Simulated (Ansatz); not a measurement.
**Relaxation of Te$_{2}$Mo**

These are results of DFT PBEsol, scalar-relativistic, plane waves, PAW in Ansatz 0.2.0, not measurements. (420 eV cutoff, 12×12×2 k-mesh, Gaussian smearing of 0.02 eV, no spin polarisation)

What was changed: equal strain along all axes, cell held, atoms relaxed: +3.0 %.

Command:

```bash
ansatz run input.yaml --threads 1 --pin off --max-ram 2560MiB --backend cpu --events-out ev --progress --plain --runs-dir out
```

Input:

```yaml
crystal:
  lattice:
    - [3.595807289, 0.0, 0.0]
    - [-1.7979036445, 3.1140604594, 0.0]
    - [0.0, 0.0, 18.0522165514]
  atoms:
    - { symbol: Te, position: [0.3333333333, 0.6666666667, 0.8997617956] }
    - { symbol: Te, position: [0.3333333333, 0.6666666667, 0.1002382044] }
    - { symbol: Mo, position: [0.0, 0.0, 0.0] }
basis:
  ecutwfc: 420
kpoints:
  mp_grid: { grid: [12, 12, 2] }
hamiltonian:
  xc: pbesol
scf:
  occupations: { method: gaussian, width: 0.02 }
output:
  forces: true
  stress: true
  eigenvalues: true
relax:
  adjacent_minimum: "off"
  f_tol: 0.008
  max_steps: 40
```

F is the free energy.

At step 2 the energy rises: a step can overshoot before the optimiser corrects it.

Steps:

```
step F − F(1) (eV) largest force component (eV/Å)
   1         0.0000                           0.593
   2         0.1898                           1.943
   3        -0.0268                           0.080
   4        -0.0273                           0.006
   5        -0.0273                           0.006
```

Relaxed structure:

```cif
data_structure
_symmetry_space_group_name_H-M 'P 1'
_symmetry_Int_Tables_number 1
_cell_length_a 3.5958
_cell_length_b 3.5958
_cell_length_c 18.0522
_cell_angle_alpha 90.000
_cell_angle_beta 90.000
_cell_angle_gamma 120.000
_cell_volume 202.14
loop_
_atom_site_label
_atom_site_type_symbol
_atom_site_fract_x
_atom_site_fract_y
_atom_site_fract_z
_atom_site_occupancy
Te1 Te 0.33333 0.66667 0.90228 1
Te2 Te 0.33333 0.66667 0.09772 1
Mo1 Mo 0.00000 0.00000 0.00000 1
```

It takes space group P-6m2 (No. 187, hexagonal). Conventional cell: a = 3.596 Å, b = 3.596 Å, c = 18.052 Å, α = 90.00°, β = 90.00°, γ = 120.00°. Te (site symmetry 3m) is surrounded by 3 Mo at 2.72 Å. Mo (site symmetry -6m2) is surrounded by 6 Te at 2.72 Å.

The run converged. The run took 27 s on 1 thread of AMD EPYC 9R45 96-Core Processor (Zen 5), with other jobs on the host, peak memory 0.58 GiB.